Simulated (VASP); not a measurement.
# PtSe2 (R3m) in VASP: further runs

The runs below take PtSe2 through single point, with PBE.

All numbers are computed with VASP 6.6.1; they aren't measurements. Logs are shortened: lines on timing, memory, paths and dates and some standing lists are left out, and cuts for length are marked.

### Step 1. Starting point

Symmetry: R3m, No. 160, trigonal system. The conventional cell has a = 3.641 Å, b = 3.641 Å, c = 16.454 Å, α = 90.00°, β = 90.00°, γ = 120.00°. Pt (site symmetry 3m) is surrounded by 6 Se at 2.54 to 2.57 Å. Se (site symmetry 3m) has 3 Pt at 2.57 Å and 1 Se at 2.90 Å as nearest neighbours. Around Se (site symmetry 3m) lie 3 Pt at 2.54 Å and 1 Se at 2.90 Å.

The cell was built by a generator and needn't be a form met in nature.

### Step 2. Single point, PBE

INCAR reads:

```
SYSTEM = PtSe2
ALGO = Fast
EDIFF = 1E-6
ENCUT = 520
GGA = PE
ISIF = 2
ISMEAR = -1
LASPH = .True.
LCHARG = .True.
LELF = .True.
LREAL = .False.
LVHAR = .True.
LWAVE = .False.
NBANDS = 18
NELM = 100
PREC = Accurate
SIGMA = 0.02
```

KPOINTS reads:

```
k-points
0
Gamma
  6 6 6
  0 0 0
```

POSCAR reads:

```
PtSe2
1.0
    1.8204971940      1.0510645450      5.4845021400
   -1.8204971940      1.0510645450      5.4845021400
    0.0000000000     -2.1021290900      5.4845021400
Pt Se
1 2
Direct
   -0.0007636739     -0.0007636739     -0.0007636739
    0.4219829424      0.4219829424      0.4219829424
    0.2454473983      0.2454473983      0.2454473983
```

Potentials or basis: VASP PAW PBE potentials, release 64 (Pt, Se).

The run is started by

```bash
cat potpaw_PBE.64/Pt/POTCAR potpaw_PBE.64/Se/POTCAR > POTCAR
mpirun -np 1 vasp_std > vasp.out
```

OUTCAR:

```text
SYSTEM = PtSe2
   EDIFF = 1E-6
   ENCUT = 520
   GGA = PE
   ISIF = 2
   ISMEAR = -1
   LASPH = .True.
   LREAL = .False.
   NELM = 100
   PREC = Accurate

 ion  position               nearest neighbor table
   1  0.999  0.999  0.999-   3 2.54   3 2.54   3 2.54   2 2.57   2 2.57   2 2.57
   2  0.422  0.422  0.422-   1 2.57   1 2.57   1 2.57
   3  0.245  0.245  0.245-   1 2.54   1 2.54   1 2.54

  LATTYP: Found a trigonal (rhomboedric) cell.
 ALAT       =     5.8735602861
 COS(alpha) =     0.8078647004

  Lattice vectors:

 A1 = (   1.8204971940,   1.0510645450,   5.4845021400)
 A2 = (  -1.8204971940,   1.0510645450,   5.4845021400)
 A3 = (   0.0000000000,  -2.1021290900,   5.4845021400)

Analysis of symmetry for initial positions (statically):
=====================================================================
 Subroutine PRICEL returns:
 Original cell was already a primitive cell.

 Routine SETGRP: Setting up the symmetry group for a
 trigonal (rhombohedral) supercell.

 Subroutine GETGRP returns: Found  6 space group operations
 (whereof  6 operations were pure point group operations)
 out of a pool of 12 trial point group operations.

The static configuration has the point symmetry C_3v.

Analysis of symmetry for dynamics (positions and initial velocities):
=====================================================================
 Subroutine PRICEL returns:
 Original cell was already a primitive cell.

 Routine SETGRP: Setting up the symmetry group for a
 trigonal (rhombohedral) supercell.

 Subroutine GETGRP returns: Found  6 space group operations
 (whereof  6 operations were pure point group operations)
 out of a pool of 12 trial point group operations.

The dynamic configuration has the point symmetry C_3v.

 Subroutine INISYM returns: Found  6 space group operations
 (whereof  6 operations are pure point group operations),
 and found     1 'primitive' translations

----------------------------------------------------------------------------------------

                                     Primitive cell

  volume of cell :      62.9663

  direct lattice vectors                    reciprocal lattice vectors
[... 78 lines left out ...]
   NGXF,Y,Z  is equivalent  to a cutoff of  27.17, 27.17, 27.17 a.u.
 SYSTEM =  PtSe2
   PREC   = accura    normal or accurate (medium, high low for compatibility)
   ISTART =      0    job   : 0-new  1-cont  2-samecut
   ICHARG =      2    charge: 1-file 2-atom 10-const
   ISPIN  =      1    spin polarized calculation?
   LNONCOLLINEAR =      F non collinear calculations
   LSORBIT =      F    spin-orbit coupling
   LASPH  =      T    aspherical Exc in radial PAW
   ENCUT  =  520.0 eV  38.22 Ry    6.18 a.u.  10.92 10.92 10.92*2*pi/ulx,y,z
   NELM   =    100;   NELMIN=  2; NELMDL= -5     # of ELM steps
   EDIFF  = 0.1E-05   stopping-criterion for ELM
   LREAL  =      F    real-space projection
   EDIFFG = 0.1E-04   stopping-criterion for IOM
   NSW    =      0    number of steps for IOM
   IBRION =     -1    ionic relax: 0-MD 1-quasi-New 2-CG
   NFREE  =      0    steps in history (QN), initial steepest desc. (CG)
   ISIF   =      2    stress and relaxation
   ISYM   =      2    0-nonsym 1-usesym 2-fastsym
   POTIM  = 0.5000    time-step for ionic-motion
   TEBEG  =    0.0;   TEEND  =   0.0 temperature during run
   PSTRESS=    0.0 pullay stress
   NELECT =      22.0000    total number of electrons
   NUPDOWN=      -1.0000    fix difference up-down
   EMIN   =  10.00;   EMAX   =-10.00  energy-range for DOS
   EFERMI =   0.00;   METHOD = LEGACY
   ISMEAR =    -1;   SIGMA  =   0.02  broadening in eV -4-tet -1-fermi 0-gaus
   EFERMI_NEDOS =   21; number of points for ismear=-14 and -15
   IALGO  =     68    algorithm
   IMIX   =      4    mixing-type and parameters
     AMIX     =   0.40;   BMIX     =  1.00
     AMIX_MAG =   1.60;   BMIX_MAG =  1.00
  volume/ion in A,a.u.               =      20.99       141.64
  Fermi-wavevector in a.u.,A,eV,Ry     =   1.153045  2.178940 18.089134  1.329514
  Thomas-Fermi vector in A             =   2.289692
   LORBIT       =      0    0 simple, 1 ext, 2 COOP (PROOUT), +10 PAW based schemes
   GGA     = PE    functional components
   LHFCALC =     F    Hartree Fock is set to
   AEXX    =    0.0000 exact exchange contribution
   IVDW    =     0    specifies the selected vdW correction
   LEPSILON=     F    determine dielectric tensor
   LRPA    =     F    only Hartree local field effects (RPA)
 non-spin polarized calculation
 RMM-DIIS sequential band-by-band and
  energy-cutoff  :      520.00
  volume of cell :       62.97
 maximum number of plane-waves:      1718
 NGX is ok and might be reduce to    48
   NGX = 21   NGY = 21   NGZ = 21

 number of electron      22.0000000 magnetization

 Free energy of the ion-electron system (eV)
  ---------------------------------------------------
  ext. energy  EPLUGINS =         0.00000000
  ---------------------------------------------------
  free energy    TOTEN  =       -13.06876425 eV

  energy without entropy =      -13.06626849  energy(sigma->0) =      -13.06751637

 E-fermi :   6.1158     XC(G=0): -10.5236

 val. band max:        6.1067294896   @ k =   0.5000   0.5000   0.1667
 cond. band min:       6.1964441368   @ k =  -0.3333   0.3333   0.1667
 fundamental gap:      0.0897146472
 Fermi energy:         6.1158083011

 k-point     1 :       0.0000    0.0000    0.0000
  band No.  band energies     occupation
      1      -9.5007      2.00000
      2      -6.9975      2.00000
      3      -1.3372      2.00000
      4       1.0317      2.00000
      5       1.0317      2.00000
      6       1.6789      2.00000
[... 481 lines left out ...]
      5       1.0105      2.00000
      6       1.3607      2.00000
[... 10 lines left out ...]
     17      14.2311      0.00000
     18      15.4446      0.00000

 [... further k-points ...]
[... 5 lines left out ...]
  --------------------------------------------------------------------------------------
  -------------------------------------------------------------------------------------
  Total        1.4399964      1.4399964      1.3200598      0.0000000     -0.0000000      0.0000000
  in kB       36.6407312     36.6407312     33.5889420      0.0000000     -0.0000000      0.0000000
  external PRESSURE =      35.6234681 kB  Pullay stress =       0.0000000 kB

 VOLUME and BASIS-vectors are now :
 -----------------------------------------------------------------------------
  energy-cutoff  :      520.00
  volume of cell :       62.97
      direct lattice vectors                 reciprocal lattice vectors
     1.820497194  1.051064545  5.484502140     0.274650245  0.158569393  0.060777318
    -1.820497194  1.051064545  5.484502140    -0.274650245  0.158569393  0.060777318
     0.000000000 -2.102129090  5.484502140     0.000000000 -0.317138786  0.060777318

 POSITION                                       TOTAL-FORCE (eV/Angst)
 -----------------------------------------------------------------------------------
      0.00000      0.00000     16.44094         0.000000      0.000000      0.017984
      0.00000      0.00000      6.94310         0.000000     -0.000000      0.306393
      0.00000      0.00000      4.03847         0.000000      0.000000     -0.324377
 -----------------------------------------------------------------------------------
    total drift:                               -0.000000     -0.000000     -0.000012

  FREE ENERGIE OF THE ION-ELECTRON SYSTEM (eV)
  ---------------------------------------------------
  free  energy   TOTEN  =       -13.0687642513 eV

  energy  without entropy=      -13.0662684855  energy(sigma->0) =      -13.06751637
```

OSZICAR:

```text
N       E                     dE             d eps       ncg     rms          rms(c)
DAV:   1     0.111300373463E+03    0.11130E+03   -0.10067E+04  1168   0.108E+03
DAV:   2    -0.822941934348E+01   -0.11953E+03   -0.11578E+03  1384   0.209E+02
DAV:   3    -0.135257591127E+02   -0.52963E+01   -0.52406E+01  1430   0.440E+01
DAV:   4    -0.135691676697E+02   -0.43409E-01   -0.43376E-01  1392   0.424E+00
DAV:   5    -0.135696116635E+02   -0.44399E-03   -0.44398E-03  1360   0.430E-01    0.130E+01
RMM:   6    -0.132658659266E+02    0.30375E+00   -0.18802E+00  1152   0.786E+00    0.853E+00
RMM:   7    -0.130924220756E+02    0.17344E+00   -0.29372E-01  1163   0.321E+00    0.456E+00
RMM:   8    -0.130705611428E+02    0.21861E-01   -0.47091E-02  1208   0.144E+00    0.398E-01
RMM:   9    -0.130689307333E+02    0.16304E-02   -0.45828E-03  1286   0.447E-01    0.174E-01
RMM:  10    -0.130687448181E+02    0.18592E-03   -0.97645E-04  1304   0.200E-01    0.443E-02
RMM:  11    -0.130687571796E+02   -0.12361E-04   -0.11714E-04  1377   0.710E-02    0.293E-02
RMM:  12    -0.130687638061E+02   -0.66265E-05   -0.30042E-05  1354   0.348E-02    0.123E-02
RMM:  13    -0.130687642513E+02   -0.44521E-06   -0.73228E-06  1314   0.168E-02
   1 F= -.13068764E+02 E0= -.13067516E+02  d E =-.249577E-02
```

Run time: 70 s. Hardware: 1 thread of AMD EPYC 9R45 (Zen 5), shared host; peak memory 0.29 GiB.

What came out:

```
Free energy            : -13.0688 eV
Pressure               : 3.6 GPa
Largest force          : 0.324 eV/Å
Band gap on the k mesh : none (metal or under the smearing width)
```

Forces in eV/Å, atoms in the order of the input:
```
Pt   0.000  0.000  0.018
Se   0.000  0.000  0.306
Se   0.000  0.000 -0.324
```

Spin-orbit coupling is left out, which matters for the levels of Pt.

### Step 3. Single point, PBE

INCAR reads:

```
SYSTEM = PtSe2
ALGO     = Fast           ! electronic algorithm
EDIFF    = 1E-6           ! SCF threshold, eV
ENCUT    = 520            ! plane-wave cutoff, eV
GGA      = PE             ! functional
ISIF     = 2              ! what is computed and relaxed
ISMEAR   = 1              ! smearing method
LASPH    = .TRUE.         ! aspherical terms in the spheres
LCHARG   = .FALSE.        ! write CHGCAR
LREAL    = .FALSE.        ! projectors in reciprocal space
LWAVE    = .FALSE.        ! write WAVECAR
NBANDS   = 18             ! bands
NELM     = 100            ! most SCF steps
PREC     = Accurate       ! precision mode
SIGMA    = 0.5            ! smearing width, eV
```

KPOINTS reads:

```
k-points
0
G
  6 6 6
  0 0 0
```

POSCAR is that of step 2.

Potentials or basis: VASP PAW PBE potentials, release 64 (Pt, Se).

The run is started by

```bash
cat potpaw_PBE.64/Pt/POTCAR potpaw_PBE.64/Se/POTCAR > POTCAR
mpirun -np 1 vasp_std > vasp.out
```

It took 61 s on 1 thread of AMD EPYC 9R45 (Zen 5), shared host; peak memory 0.29 GiB.

It converged, with:

```yaml
Free_energy: -13.0685 eV
Pressure: 3.5 GPa
Largest_force: 0.322 eV/Å
Band_gap_on_the_k_mesh: none (metal or under the smearing width)
```

Forces on the atoms (eV/Å):
```
Pt   0.000  0.000 -0.005
Se   0.000  0.000  0.322
Se   0.000  0.000 -0.317
```

Stress tensor (GPa, compression positive):
```
3.60 0.00 0.00
0.00 3.60 0.00
0.00 0.00 3.20
```

Levels at points of the mesh, in eV from the Fermi level:
| k point | band 9 | band 10 | band 11 | band 12 | band 13 | band 14 |
| --- | --- | --- | --- | --- | --- | --- |
| (0.00, 0.00, 0.00) | 0.09 | 0.09 | 0.62 | 0.86 | 0.86 | 2.40 |
| (0.50, 0.00, 0.00) | -2.45 | -2.16 | -1.48 | 0.62 | 1.00 | 3.36 |
| (0.50, 0.50, 0.00) | -2.77 | -2.14 | -1.97 | 0.32 | 1.76 | 4.07 |
| (0.50, 0.50, 0.50) | -2.15 | 0.34 | 0.34 | 0.63 | 0.63 | 3.23 |

The run has no spin-orbit coupling, so splittings on Pt are missing.
